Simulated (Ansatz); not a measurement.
Runs of Ansatz 0.2.0 on TiSi2. Symmetry: Immm, No. 71, orthorhombic system. Conventional cell: a = 2.946 Å, b = 3.424 Å, c = 8.424 Å, α = 90.00°, β = 90.00°, γ = 90.00°. Ti (site symmetry mmm) has 10 Si at 2.67 to 2.78 Å and 2 Ti at 2.95 Å as nearest neighbours. Si (site symmetry mm2) has 7 Si at 2.63 to 2.95 Å and 5 Ti at 2.67 to 2.78 Å as nearest neighbours. The cell comes from a database or a generator and needn't be the stable form of this composition.

```tsv
level	U	cutoff (eV)	hubbard projectors	double counting	gap on the mesh (eV)	pressure (GPa)	relaxed volume (Å³/atom)	largest force (eV/Å)
PBE	-	420	-	-	none	0.0	(a)	0.01
r2SCAN	-	500	-	-	none	0.0	13.93	-
PBEsol	-	420	-	-	none	0.0	13.81	-
PBEsol+U	Ti d U = 4 eV	420	ortho-atomic (the default)	fll (the default)	none	0.0	14.12	-
LDA	-	420	-	-	none	0.0	13.52	-
PBEsol+U	Ti d U = 5 eV	420	ortho-atomic (the default)	fll (the default)	none	0.0	14.23	0.01
PBEsol+U	Ti d U = 6 eV	420	ortho-atomic (the default)	fll (the default)	none	0.0	(b)	-
BLYP	-	420	-	-	none	0.0	15.02	-
```

Alike in all rows: task relaxation of cell and atoms; potentials or basis Ansatz PAW; no spin polarisation; cell relaxed; k mesh 12 × 12 × 12; smearing fermi-dirac 0.05 eV.

Q: Fill in the values left out.

A: (a) 14.20; (b) 15.08.

Caveats: the plane-wave basis is chosen anew once the cell has moved, so the energies of steps on either side of that aren't comparable; the PAW data sets come from PBE, with cores solved anew for the run's functional, which leaves a small shift of forces and pressure (some runs); U without spin polarisation on a metal has little footing (some runs); the U is typed as a test and isn't derived for this compound (some runs).

A gap of «none» marks a metal or a gap under the smearing width.
